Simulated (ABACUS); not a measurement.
**W2C: single point with PBE**

W2C:

```
CELL_PARAMETERS angstrom
3.07005 0.00000 0.00000
-1.53502 2.65874 0.00000
0.00000 0.00000 4.67843
ATOMIC_POSITIONS crystal
W 0.67577 0.34560 0.24777
W 0.31756 0.65626 0.74355
C 0.99988 0.00368 0.99864
```

The cell comes from a database or a generator and needn't be the stable form of this composition.

The cell isn't the ideal one: atoms moved at random, drawn with an rms of 0.05 Å.

- Program: ABACUS 3.10.1
- Task: single point
- Functional: PBE
- Potentials or basis: PseudoDojo NC SR 0.4.1 PBE standard
- Cutoff: 1116 eV
- Density cutoff: 4463 eV
- Basis: plane waves
- k mesh: 10 × 10 × 6
- Occupations: fermi-dirac, width 0.05 eV
- Spin: no spin polarisation

- Pressure: -0.8 GPa
- Largest force: 0.470 eV/Å
- Band gap on the k mesh: none (metal or under the smearing width)

Forces on the atoms (eV/Å):
```
W   -0.118 -0.230  0.392
W    0.188  0.342 -0.172
C   -0.070 -0.112 -0.220
```

Stress tensor (GPa, compression positive):
```
-2.12 -0.53 -1.21
-0.53 -0.27 -2.03
-1.21 -2.03 -0.09
```

Levels at points of the mesh, in eV from the Fermi level:
| k point | band 12 | band 13 | band 14 | band 15 | band 16 | band 17 | band 18 | band 19 | band 20 |
| --- | --- | --- | --- | --- | --- | --- | --- | --- | --- |
| (0.00, 0.00, 0.00) | -5.42 | -3.94 | -1.59 | -1.34 | -1.22 | -1.12 | -0.83 | 0.39 | 0.89 |
| (0.50, 0.00, 0.00) | -5.80 | -5.32 | -3.36 | -1.88 | 1.37 | 2.55 | 2.63 | 2.97 | 3.21 |
| (0.00, 0.50, 0.00) | -5.65 | -5.41 | -3.38 | -1.62 | 1.41 | 2.12 | 2.56 | 3.08 | 3.26 |
| (0.50, 0.50, 0.00) | -5.70 | -5.36 | -3.37 | -1.74 | 1.37 | 2.30 | 2.58 | 3.02 | 3.18 |
| (0.00, 0.00, 0.50) | -5.67 | -3.14 | -2.82 | -2.29 | -2.21 | 0.94 | 1.13 | 1.61 | 1.70 |
| (0.50, 0.00, 0.50) | -5.38 | -4.05 | -2.55 | -2.49 | -0.37 | 0.63 | 2.04 | 2.61 | 2.88 |
| (0.00, 0.50, 0.50) | -5.22 | -4.12 | -2.65 | -2.34 | -0.39 | 0.18 | 2.02 | 2.62 | 2.79 |
| (0.50, 0.50, 0.50) | -5.27 | -4.09 | -2.61 | -2.42 | -0.36 | 0.39 | 2.02 | 2.61 | 2.83 |

Run time: 89 s on 4 MPI ranks on AMD EPYC 7B13 (Zen 3), on a shared host, peak memory 0.72 GiB a rank.

Caveat: there are fewer bands than atomic start orbitals, so a level may be missed at k points of high symmetry. The run has no spin-orbit coupling, so splittings on W are missing.
